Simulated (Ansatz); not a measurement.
BAs: zone-centre modes under pressure

BAs, F-43m, a = 4.809 Å. Ansatz: PBE, PAW, 420 eV, Γ-centred 10×10×10 mesh on 2 atoms, fixed occupations; no spin polarisation. Cell and atoms are relaxed at each pressure with the symmetry kept; optical modes at Γ by linear response, in cm⁻¹, the highest, without the LO field.

```tsv
P (GPa)	V (Å³/atom)	ω1
0	13.904	677.4
7	13.250	710.8
18	12.462	755.1
35	11.573	?
```

Get the mode's Grüneisen parameter γ = −d ln ω/d ln V from the other rows and predict the missing frequency.

ln(V/V0) = 0.0000, -0.0482, -0.1095, -0.1835; a line through ln(ω/ω0) of the 3 known rows gives ω1: γ = 0.991 (intercept 0.0001), predicted 812.7, computed 811.6. The miss is 0.1 %, or 1 % of the shift under pressure, so a constant γ serves at that level.